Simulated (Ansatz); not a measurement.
# P: strong compression

Aim: compress P (diamond type) step by step, far beyond the usual range, and follow pressure and electronic structure. The runs shown use LAPW, crystal datasets and norm-conserving. Companion runs by PAW are cited. Its runs: the reference run (LAPW); volume scaled by 1 (crystal datasets and norm-conserving); volume scaled by 0.9 (LAPW); volume scaled by 0.8 (LAPW and crystal datasets); volume scaled by 0.7 (LAPW); volume scaled by 0.6 (LAPW and norm-conserving); volume scaled by 0.5 (LAPW and norm-conserving); volume scaled by 0.4 (LAPW, crystal datasets and norm-conserving).

Method: DFT PBE, with the methods named in each step, in Ansatz 0.2.0.

## 1. The starting structure

The structure is cubic, space group Fd-3m (No. 227). Conventional cell: a = 5.488 Å, b = 5.488 Å, c = 5.488 Å, α = 90.00°, β = 90.00°, γ = 90.00°. P (site symmetry -43m) is surrounded by 4 P at 2.38 Å.

Structure file:

```
CELL_PARAMETERS angstrom
0.00000 2.74411 2.74411
2.74411 0.00000 2.74411
2.74411 2.74411 0.00000
ATOMIC_POSITIONS crystal
P 0.87500 0.87500 0.87500
P 0.12500 0.12500 0.12500
```

Whether this phase is the stable one at these pressures isn't tested.

Atoms are numbered in the order of the input: P1, P2.

## 2. The reference volume, LAPW

File input.yaml:

```yaml
crystal:
  lattice:
    - [0.0, 2.7441144411, 2.7441144411]
    - [2.7441144411, 0.0, 2.7441144411]
    - [2.7441144411, 2.7441144411, 0.0]
  atoms:
    - { symbol: P, position: [-0.125, -0.125, -0.125] }
    - { symbol: P, position: [0.125, 0.125, 0.125] }
kpoints:
  mp_grid: { grid: [12, 12, 12] }
  band_path:
    path:
      - [0.0, 0.0, 0.0]
      - [0.5, 0.0, 0.5]
      - [0.625, 0.25, 0.625]
      - [0.375, 0.375, 0.75]
      - [0.0, 0.0, 0.0]
      - [0.5, 0.5, 0.5]
      - [0.5, 0.25, 0.75]
      - [0.5, 0.0, 0.5]
    npoints: 14
scf:
  occupations: { method: fermi_dirac, width: 0.1 }
hamiltonian:
  xc: pbe
  pseudopotentials: { kind: all_electron, lapw: { basis_error: 0.001 } }
output:
  forces: true
  stress: true
  eigenvalues: true
  populations: true
  dos: { projected: true, de: 0.2, e_range: [-14, 8] }
```

Command:

```sh
> ansatz run input.yaml --threads 1 --pin off --max-ram 2048MiB --backend cpu --events-out ev --progress --plain --runs-dir out
```

## 3. Volume scaled by 1, crystal datasets

File input.yaml:

```yaml
crystal:
  lattice:
    - [0.0, 2.7441144411, 2.7441144411]
    - [2.7441144411, 0.0, 2.7441144411]
    - [2.7441144411, 2.7441144411, 0.0]
  atoms:
    - { symbol: P, position: [-0.125, -0.125, -0.125] }
    - { symbol: P, position: [0.125, 0.125, 0.125] }
kpoints:
  mp_grid: { grid: [12, 12, 12] }
scf:
  occupations: { method: fermi_dirac, width: 0.1 }
hamiltonian:
  xc: pbe
  pseudopotentials: { kind: all_electron, datasets: crystal }
output:
  forces: true
  stress: true
  eigenvalues: true
```

## 4. Volume scaled by 1, norm-conserving

input.yaml: that of step 3 with these lines changed.

```diff
@@ -14,3 +14,3 @@
   xc: pbe
-  pseudopotentials: { kind: all_electron, datasets: crystal }
+  pseudopotentials: { kind: nc }
 output:
```

## 5. Volume scaled by 0.9, LAPW

File input.yaml:

```yaml
crystal:
  lattice:
    - [0.0, 2.649413363, 2.649413363]
    - [2.649413363, 0.0, 2.649413363]
    - [2.649413363, 2.649413363, 0.0]
  atoms:
    - { symbol: P, position: [-0.125, -0.125, -0.125] }
    - { symbol: P, position: [0.125, 0.125, 0.125] }
kpoints:
  mp_grid: { grid: [12, 12, 12] }
scf:
  occupations: { method: fermi_dirac, width: 0.1 }
hamiltonian:
  xc: pbe
  pseudopotentials: { kind: all_electron, lapw: { basis_error: 0.001 } }
output:
  forces: true
  stress: true
  eigenvalues: true
  populations: true
```

## 6. Volume scaled by 0.8, LAPW

input.yaml: that of step 5 with these lines changed.

```diff
@@ -2,5 +2,5 @@
   lattice:
-    - [0.0, 2.649413363, 2.649413363]
-    - [2.649413363, 0.0, 2.649413363]
-    - [2.649413363, 2.649413363, 0.0]
+    - [0.0, 2.5474101896, 2.5474101896]
+    - [2.5474101896, 0.0, 2.5474101896]
+    - [2.5474101896, 2.5474101896, 0.0]
   atoms:
```

## 7. Volume scaled by 0.8, crystal datasets

input.yaml: that of step 6 with these lines changed.

```diff
@@ -14,3 +14,3 @@
   xc: pbe
-  pseudopotentials: { kind: all_electron, lapw: { basis_error: 0.001 } }
+  pseudopotentials: { kind: all_electron, datasets: crystal }
 output:
@@ -19,2 +19 @@
   eigenvalues: true
-  populations: true
```

## 8. Volume scaled by 0.7, LAPW

File input.yaml:

```yaml
crystal:
  lattice:
    - [0.0, 2.4365101935, 2.4365101935]
    - [2.4365101935, 0.0, 2.4365101935]
    - [2.4365101935, 2.4365101935, 0.0]
  atoms:
    - { symbol: P, position: [-0.125, -0.125, -0.125] }
    - { symbol: P, position: [0.125, 0.125, 0.125] }
kpoints:
  mp_grid: { grid: [12, 12, 12] }
scf:
  occupations: { method: fermi_dirac, width: 0.1 }
hamiltonian:
  xc: pbe
  pseudopotentials: { kind: all_electron, lapw: { basis_error: 0.001 } }
output:
  forces: true
  stress: true
  eigenvalues: true
  populations: true
```

## 9. Volume scaled by 0.6, LAPW

input.yaml: that of step 8 with these lines changed.

```diff
@@ -2,5 +2,5 @@
   lattice:
-    - [0.0, 2.4365101935, 2.4365101935]
-    - [2.4365101935, 0.0, 2.4365101935]
-    - [2.4365101935, 2.4365101935, 0.0]
+    - [0.0, 2.314475757, 2.314475757]
+    - [2.314475757, 0.0, 2.314475757]
+    - [2.314475757, 2.314475757, 0.0]
   atoms:
```

## 10. Volume scaled by 0.6, norm-conserving

input.yaml: that of step 9 with these lines changed.

```diff
@@ -14,3 +14,3 @@
   xc: pbe
-  pseudopotentials: { kind: all_electron, lapw: { basis_error: 0.001 } }
+  pseudopotentials: { kind: nc }
 output:
@@ -19,2 +19 @@
   eigenvalues: true
-  populations: true
```

## 11. Volume scaled by 0.5, LAPW

File input.yaml:

```yaml
crystal:
  lattice:
    - [0.0, 2.1780050753, 2.1780050753]
    - [2.1780050753, 0.0, 2.1780050753]
    - [2.1780050753, 2.1780050753, 0.0]
  atoms:
    - { symbol: P, position: [-0.125, -0.125, -0.125] }
    - { symbol: P, position: [0.125, 0.125, 0.125] }
kpoints:
  mp_grid: { grid: [12, 12, 12] }
scf:
  occupations: { method: fermi_dirac, width: 0.1 }
hamiltonian:
  xc: pbe
  pseudopotentials: { kind: all_electron, lapw: { basis_error: 0.001 } }
output:
  forces: true
  stress: true
  eigenvalues: true
  populations: true
```

## 12. Volume scaled by 0.5, norm-conserving

input.yaml: that of step 11 with these lines changed.

```diff
@@ -14,3 +14,3 @@
   xc: pbe
-  pseudopotentials: { kind: all_electron, lapw: { basis_error: 0.001 } }
+  pseudopotentials: { kind: nc }
 output:
@@ -19,2 +19 @@
   eigenvalues: true
-  populations: true
```

## 13. Volume scaled by 0.4, LAPW

File input.yaml:

```yaml
crystal:
  lattice:
    - [0.0, 2.0218808074, 2.0218808074]
    - [2.0218808074, 0.0, 2.0218808074]
    - [2.0218808074, 2.0218808074, 0.0]
  atoms:
    - { symbol: P, position: [-0.125, -0.125, -0.125] }
    - { symbol: P, position: [0.125, 0.125, 0.125] }
kpoints:
  mp_grid: { grid: [12, 12, 12] }
  band_path:
    path:
      - [0.0, 0.0, 0.0]
      - [0.5, 0.0, 0.5]
      - [0.625, 0.25, 0.625]
      - [0.375, 0.375, 0.75]
      - [0.0, 0.0, 0.0]
      - [0.5, 0.5, 0.5]
      - [0.5, 0.25, 0.75]
      - [0.5, 0.0, 0.5]
    npoints: 8
scf:
  occupations: { method: fermi_dirac, width: 0.1 }
hamiltonian:
  xc: pbe
  pseudopotentials: { kind: all_electron, lapw: { basis_error: 0.001 } }
output:
  forces: true
  stress: true
  eigenvalues: true
  populations: true
  dos: { projected: true, de: 0.2, e_range: [-14, 8] }
```

## 14. Volume scaled by 0.4, crystal datasets

File input.yaml:

```yaml
crystal:
  lattice:
    - [0.0, 2.0218808074, 2.0218808074]
    - [2.0218808074, 0.0, 2.0218808074]
    - [2.0218808074, 2.0218808074, 0.0]
  atoms:
    - { symbol: P, position: [-0.125, -0.125, -0.125] }
    - { symbol: P, position: [0.125, 0.125, 0.125] }
kpoints:
  mp_grid: { grid: [12, 12, 12] }
scf:
  occupations: { method: fermi_dirac, width: 0.1 }
hamiltonian:
  xc: pbe
  pseudopotentials: { kind: all_electron, datasets: crystal }
output:
  forces: true
  stress: true
  eigenvalues: true
```

## 15. Volume scaled by 0.4, norm-conserving

input.yaml: that of step 14 with these lines changed.

```diff
@@ -14,3 +14,3 @@
   xc: pbe
-  pseudopotentials: { kind: all_electron, datasets: crystal }
+  pseudopotentials: { kind: nc }
 output:
```

(Steps that only read results are left out.)

What does the calculation give? Wanted: LAPW pressure at 0.4 of the volume; PAW pressure at 0.4 of the volume; PAW; crystal datasets pressure at 0.4 of the volume; norm-conserving pressure at 0.4 of the volume; fitted bulk modulus at zero pressure.

**Answer**, as computed:

```
                                                     quantity      value
                           LAPW pressure at 0.4 of the volume  357.0 GPa
                            PAW pressure at 0.4 of the volume  358.3 GPa
PAW (partial_waves polarizable) pressure at 0.4 of the volume  358.3 GPa
               crystal datasets pressure at 0.4 of the volume  357.0 GPa
                norm-conserving pressure at 0.4 of the volume  351.7 GPa
                  fitted bulk modulus at zero pressure (LAPW)     35 GPa
                                      its pressure derivative       5.16
```

At 0.4 of the starting volume LAPW gives 357 GPa. A third-order Birch-Murnaghan curve fits the range only roughly (B₀ = 35 GPa, B′ = 5.16, misfit at most 2.87 GPa). A fit over so wide a range leans to the high pressures, so B₀ can be off by several per cent. Where LAPW's pressure is over 3 GPa, PAW's departs from it by at most 0.4 %, at 0.5 of the volume. The ions are at rest, and the electrons smeared by 0.1 eV.
